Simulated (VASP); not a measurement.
# VASP 6.6.1 run: SiC

INCAR

```
LWAVE = .FALSE.
NSW = 0
IMIX = 1
NELM = 60
IBRION = -1
AMIX = 0.1
LASPH = .TRUE.
LCHARG = .FALSE.
PREC = Accurate
ENCUT = 520
GGA = PE
ISIF = 2
ISMEAR = -1
EDIFF = 1E-7
LREAL = .FALSE.
NBANDS = 11
SIGMA = 0.02
```

KPOINTS

```
KPOINTS created by Atomic Simulation Environment
0
Gamma
10 10 10
0 0 0
```

POSCAR

```
Si C
 1.0000000000000000
     0.0000000000000000    2.1780523510378273    2.1780523510378273
     2.1780523510378273    0.0000000000000000    2.1780523510378273
     2.1780523510378273    2.1780523510378273    0.0000000000000000
 Si  C
   1   1
Cartesian
  0.0000000000000000  0.0000000000000000 -0.0000000000000000
  1.0890261755189137  1.0890261755189137  1.0890261755189137
```

The recommended PBE PAW datasets give the neutral cell 8 valence electrons.

Command

```
mpirun -np 1 vasp_std
```

Task: How does this run end, and what does it give?

Result: It didn't converge.

OSZICAR

```
N       E                     dE             d eps       ncg     rms          rms(c)
DAV:   1     0.284984850472E+01    0.28498E+01   -0.41119E+03  1082   0.623E+02
DAV:   2    -0.163748862769E+02   -0.19225E+02   -0.18505E+02  1339   0.109E+02
DAV:   3    -0.169137513956E+02   -0.53887E+00   -0.53807E+00  1280   0.151E+01
DAV:   4    -0.169157626591E+02   -0.20113E-02   -0.20112E-02  1177   0.119E+00
DAV:   5    -0.169157716897E+02   -0.90307E-05   -0.90306E-05  1290   0.740E-02    0.882E+00
DAV:   6    -0.162188753490E+02    0.69690E+00   -0.40603E-01  1166   0.285E+00    0.740E+00
DAV:   7    -0.157877438265E+02    0.43113E+00   -0.27278E-01  1217   0.248E+00    0.622E+00
DAV:   8    -0.155205629488E+02    0.26718E+00   -0.15379E-01  1193   0.181E+00    0.524E+00
DAV:   9    -0.153535187317E+02    0.16704E+00   -0.95466E-02  1199   0.145E+00    0.448E+00
DAV:  10    -0.152483799807E+02    0.10514E+00   -0.57336E-02  1181   0.111E+00    0.386E+00
...
DAV:  52    -0.150571316454E+02   -0.15578E-05   -0.18690E-07  1118   0.346E-03    0.391E-02
DAV:  53    -0.150571330027E+02   -0.13573E-05   -0.15545E-07  1103   0.315E-03    0.352E-02
DAV:  54    -0.150571341812E+02   -0.11786E-05   -0.12946E-07  1060   0.288E-03    0.317E-02
DAV:  55    -0.150571352016E+02   -0.10203E-05   -0.10769E-07   973   0.264E-03    0.285E-02
DAV:  56    -0.150571360824E+02   -0.88083E-06   -0.90035E-08   894   0.243E-03    0.257E-02
DAV:  57    -0.150571368409E+02   -0.75853E-06   -0.75521E-08   833   0.226E-03    0.231E-02
DAV:  58    -0.150571374926E+02   -0.65171E-06   -0.62717E-08   770   0.208E-03    0.209E-02
DAV:  59    -0.150571380513E+02   -0.55863E-06   -0.52310E-08   678   0.191E-03    0.188E-02
DAV:  60    -0.150571385291E+02   -0.47786E-06   -0.43814E-08   683   0.176E-03
   1 F= -.15057139E+02 E0= -.15057139E+02  d E =-.150571E-11
```

Standard output (part)

```
POSCAR found type information on POSCAR SiC
 POSCAR found :  2 types and       2 ions
 LDA part: xc-table for (Slater+PW92), standard interpolation
 POSCAR, INCAR and KPOINTS ok, starting setup
 WAVECAR not read
 entering main loop
|     The electronic self-consistency was not achieved in the given           |
|     number of steps (NELM). The forces and other quantities evaluated       |
|     might not be reliable so examine the results carefully. If you find     |
|     spurious results, we suggest increasing NELM, if you were close to      |
|     convergence or switching to a different ALGO or adjusting the           |
|     density mixing parameters otherwise.                                    |
```
